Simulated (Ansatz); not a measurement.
# MnO

The computed numbers are results of PBE+U (U_eff = 3.9 eV on Mn 3d), scalar-relativistic (collinear spin) in the plane-wave PAW code Ansatz at 420 eV, 12×12×6 k-mesh, Gaussian smearing of 0.05 eV; PAW files: Ansatz's generated set soft_2.

```xyz
4
Lattice="0.0000 2.2696 2.2696 2.2696 0.0000 2.2696 4.4802 4.4802 0.0590" Properties=species:S:1:pos:R:3 pbc="T T T"
Mn    0.0000    0.0000    0.0000
O     2.2548    2.2548    2.2844
Mn    2.2401    2.2401    0.0295
O     4.4949    4.4949    2.3139
```

The chain of runs began from a cell as deposited in COD, expanded in volume.

Magnetic state: antiferromagnetic, site spin moments Mn 4.27, -4.27 μB.

The cell above was scaled in volume, and shape and atoms were relaxed at each volume within its symmetry. Energies are counted from the cell above.

```tsv
V (Å³/atom)	ΔE (meV/atom)	P from the stress (GPa)
10.832	16.66	8.88
11.004	8.57	6.20
11.234	2.07	2.94
11.463	0.00	0.00
11.692	1.91	-2.63
11.921	7.42	-5.02
12.265	21.65	-8.15
12.609	42.08	-10.82
```

Question: Do the energies and the pressures agree? Compare −ΔE/ΔV between neighbouring points (1 meV/Å³ = 0.1602 GPa) with the mean of their pressures.

Answer: 
| interval (Å³/atom) | −ΔE/ΔV (GPa) | mean P (GPa) |
| --- | --- | --- |
| 10.83 to 11.00 | 7.5 | 7.5 |
| 11.00 to 11.23 | 4.5 | 4.6 |
| 11.23 to 11.46 | 1.4 | 1.5 |
| 11.46 to 11.69 | -1.3 | -1.3 |
| 11.69 to 11.92 | -3.9 | -3.8 |
| 11.92 to 12.27 | -6.6 | -6.6 |
| 12.27 to 12.61 | -9.5 | -9.5 |
They differ by 0.04 GPa at most.

Question: What do the two routes give for V0, B0 and B0′?

Answer: A third-order Birch–Murnaghan fit of the energies: V0 = 11.46 Å³/atom, B0 = 139 GPa, B0′ = 4.3. A polynomial of P in ln V, with B = −dP/d ln V at P = 0: V0 = 11.46 Å³/atom, B0 = 139 GPa, B0′ = 4.3.

The largest spin moment goes from 4.22 to 4.36 μB along the curve.

B0·V0 = 139.2 GPa × 11.46 Å³ = 9.96 eV/atom sets the scale: near the minimum ΔE ≈ ½ B0 V0 x², with x = V/V0 − 1, and a pressure of 1.4 GPa squeezes the volume by about 1 %. At the ends of the curve: x = −5.5 % predicts 15.1 meV/atom and the run gives 16.7; x = +10.0 % predicts 49.8 meV/atom and the run gives 42.1. Compression costs more and expansion less than the parabola says, since the crystal stiffens as it shrinks; B0′ measures that.

The site moments grow with the volume, as the open shell mixes less with its neighbours.

With a Hubbard U or exact exchange the result depends on the state in which the open shell ends, and a lower one can't be excluded. Site moments are of spin, integrated over atomic spheres.
